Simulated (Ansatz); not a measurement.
KCl (Fm-3m) under strain

KCl (started from an entry of an open crystallographic database), relaxed with r2SCAN in the PAW code Ansatz. Space group Fm-3m (No. 225), cubic; a = 6.290 Å in the conventional setting, 31.10 Å³ an atom. K is surrounded by 6 Cl at 3.14 Å; Cl is surrounded by 6 K at 3.14 Å.

The axes x, y and z are those of this cell:
```
K Cl
1.0
     0.00000    3.14485    3.14485
     3.14485    0.00000    3.14485
     3.14485    3.14485    0.00000
K Cl
1 1
Direct
  0.00000 0.00000 0.00000
  0.50000 0.50000 0.50000
```

Unstrained: The PBE gap is direct at Γ: 5.194 eV. r2SCAN gives a direct gap of 5.831 eV at Γ. HSE06 gives a direct gap of 6.505 eV at Γ. Meshes: PBE 8×8×8, r2SCAN 8×8×8, HSE06 6×6×6. Strains are changes of length per length. After each strain the atoms were relaxed again with r2SCAN within the symmetry that the strain leaves, so tilts or polar shifts that break it weren't tested; points keep the names that they have in the unstrained zone. Calculated for a static, non-magnetic cell.

Changes of the least gap in eV (an overlap counts as a negative gap):
```csv
strain,volume change (%),space group,PBE,r2SCAN,HSE06,"energy rise, r2SCAN (meV/atom)"
"epitaxial -2.78 % in the xy plane, free normal strain +0.77 %",-4.8,I4/mmm,+0.157,+0.159,+0.169,8.9
uniaxial +5.73 % along x,+5.7,I4/mmm,-0.201,-0.209,-0.214,11.0
```

Epitaxial -2.78 % in the xy plane, free normal strain +0.77 %. HSE06: the gap goes from 6.505 to 6.674 eV (+0.169 eV); with r2SCAN the top three valence levels at Γ, degenerate before, become 2+1 from the top over 35 meV. Stress change with r2SCAN, compression positive: xx +1.73, yy +1.73, zz -0.02 GPa.

Uniaxial +5.73 % along x, other directions held. HSE06: the gap goes from 6.505 to 6.291 eV (-0.214 eV); with r2SCAN the top three valence levels at Γ, degenerate before, become 2+1 from the top over 26 meV. Stress change with r2SCAN, compression positive: xx -1.77, yy -0.30, zz -0.30 GPa.

The meshes of the hybrids are coarse, so their gaps aren't converged to the digits shown.

The splittings at Γ are without spin-orbit coupling, which regroups them where it is of like size or larger.
